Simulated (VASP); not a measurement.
## SrO: band structure with r2SCAN

SrO:

```
Sr O
1.0
     0.00000    2.56630    2.56630
     2.56630    0.00000    2.56630
     2.56630    2.56630    0.00000
Sr O
1 1
Direct
  0.50000 0.50000 0.50000
  0.00000 0.00000 0.00000
```

```yaml
Program: VASP 6.6.1
Task: band structure
Functional: r2SCAN
Potentials_or_basis: VASP PAW PBE potentials, release 64 (Sr_sv, O)
Cutoff: 520 eV
k_mesh: 8 × 8 × 8
Occupations: gaussian, width 0.02 eV
Spin: spin-orbit coupling, no magnetisation
Ladder: free
Further_INCAR_settings: ALGO = Normal; EDIFF = 1e-07
```

The pressure is 2.1 GPa and the valence electrons inside the program's atomic spheres are Sr 8.18; O 5.01.

It took 4.1 min on 2 MPI ranks on Intel(R) Xeon(R) 6975P-C (Granite Rapids) (shared host), peak memory 0.3 GiB a rank.

Caveat: the PAW data sets were made with another functional, which shifts forces and pressure a little.
